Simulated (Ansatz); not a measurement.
**CuO: eigenvalues along the path**

```yaml
crystal:
  lattice:
    - [2.63683, 0.00000, 0.00000]
    - [0.00000, 2.63683, 0.00000]
    - [0.00000, 0.00000, 2.63683]
  atoms:
    - { symbol: Cu, position: [0.00000, 0.00000, 0.00000] }
    - { symbol: O, position: [0.50000, 0.50000, 0.50000] }
```

Atoms are numbered in the order listed.

The structure comes from a relaxation in the same program, started in the CsCl type, and has space group Pm-3m. Whether it is a known phase or the ground state wasn't checked.

Without spin polarisation or U, such a compound can come out metallic where the real one is a magnetic insulator.

Method: Ansatz 0.2.0, DFT, LDA, all-electron LAPW, scalar-relativistic.

The runs use a Γ-centred 12×12×12 k mesh, Fermi–Dirac smearing of 0.08 eV, basis error target 0.25 meV/atom, no spin polarisation.

Path points, in fractions of the reciprocal vectors: Γ (0.000, 0.000, 0.000), X (0.000, 0.500, 0.000), M (0.500, 0.500, 0.000), R (0.500, 0.500, 0.500). Levels in eV from the Fermi level; bands 6 to 16, counted from the lowest band of the run. The gap is zero.

```
# k(1/Å) point b6 b7 b8 b9 b10 b11 b12 b13 b14 b15 b16
0.000 Γ -18.99 -3.25 -3.25 -1.82 -1.82 -1.82 -1.59 -1.59 -1.59 0.66 15.58
0.238 - -18.89 -3.59 -3.22 -2.25 -2.25 -2.24 -1.59 -1.12 -1.12 1.43 14.74
0.477 - -18.60 -4.88 -3.16 -2.71 -2.71 -2.14 -1.57 -0.56 -0.56 2.69 13.00
0.715 - -18.22 -6.30 -3.07 -3.06 -3.06 -1.69 -1.56 -0.07 -0.07 3.96 10.97
0.953 - -17.86 -7.34 -3.28 -3.28 -3.01 -1.54 -1.28 0.28 0.28 5.28 8.99
1.191 X -17.72 -7.72 -3.36 -3.36 -2.98 -1.54 -1.11 0.40 0.40 6.32 7.68
1.430 - -17.65 -7.55 -3.49 -3.27 -2.92 -1.59 -1.12 -0.04 0.33 6.86 7.46
1.668 - -17.48 -7.08 -3.89 -3.03 -2.80 -1.72 -1.15 -0.91 0.10 6.85 8.06
1.906 - -17.25 -6.38 -4.50 -2.72 -2.67 -1.87 -1.61 -1.17 -0.26 6.01 9.42
2.145 - -17.05 -5.65 -5.06 -2.83 -2.27 -2.00 -1.98 -1.16 -0.65 5.28 10.60
2.383 M -16.97 -5.29 -5.29 -2.96 -2.10 -2.04 -2.04 -1.13 -0.87 4.99 11.12
2.720 - -17.14 -5.63 -5.13 -2.75 -2.38 -2.00 -1.90 -1.19 -0.50 5.50 10.57
3.057 - -17.62 -5.73 -4.70 -2.75 -2.65 -1.89 -1.60 -1.32 -0.13 5.71 10.89
3.394 - -18.26 -4.96 -4.10 -2.77 -2.75 -1.75 -1.51 -1.45 -0.26 4.20 13.25
3.731 - -18.79 -3.59 -3.52 -2.81 -2.41 -1.71 -1.64 -1.39 -0.88 2.08 14.61
4.068 Γ -18.99 -3.25 -3.25 -1.82 -1.82 -1.82 -1.59 -1.59 -1.59 0.66 15.58
4.481 - -18.69 -3.51 -3.51 -3.49 -2.16 -2.16 -1.32 -1.13 -1.13 2.62 14.67
4.893 - -17.94 -4.57 -4.15 -4.15 -2.30 -2.30 -1.58 -0.64 -0.64 4.99 12.99
5.306 - -17.07 -4.95 -4.95 -4.66 -1.99 -1.99 -1.93 -0.28 -0.28 5.92 10.47
5.719 - -16.36 -5.61 -5.61 -5.32 -1.40 -1.40 -0.80 0.06 0.06 6.33 7.94
6.131 R -16.07 -5.86 -5.86 -5.86 -1.11 -1.11 0.30 0.30 0.30 6.81 6.81
6.468 - -16.27 -5.80 -5.65 -5.42 -1.38 -1.23 -0.30 -0.23 0.30 6.41 7.53
6.805 - -16.73 -5.89 -5.08 -4.24 -1.96 -1.75 -1.40 -0.84 0.29 6.23 8.93
7.142 - -17.23 -6.59 -4.30 -2.94 -2.51 -1.96 -1.91 -1.04 0.31 6.61 8.77
7.479 - -17.59 -7.40 -3.63 -3.18 -2.86 -1.65 -1.11 -0.53 0.36 7.29 7.30
7.816 X -17.72 -7.72 -3.36 -3.36 -2.98 -1.54 -1.11 0.40 0.40 6.32 7.68
9.501 R -16.07 -5.86 -5.86 -5.86 -1.11 -1.11 0.30 0.30 0.30 6.81 6.81
9.740 - -16.17 -5.82 -5.82 -5.58 -1.30 -1.11 0.01 0.01 0.26 6.43 7.27
9.978 - -16.41 -5.70 -5.70 -4.81 -1.79 -1.12 -0.65 -0.65 0.12 5.81 8.41
10.216 - -16.69 -5.52 -5.52 -3.76 -2.37 -1.34 -1.34 -1.12 -0.14 5.33 9.71
10.454 - -16.89 -5.36 -5.36 -2.80 -2.69 -1.85 -1.85 -1.13 -0.54 5.07 10.73
10.693 M -16.97 -5.29 -5.29 -2.96 -2.10 -2.04 -2.04 -1.13 -0.87 4.99 11.12
```
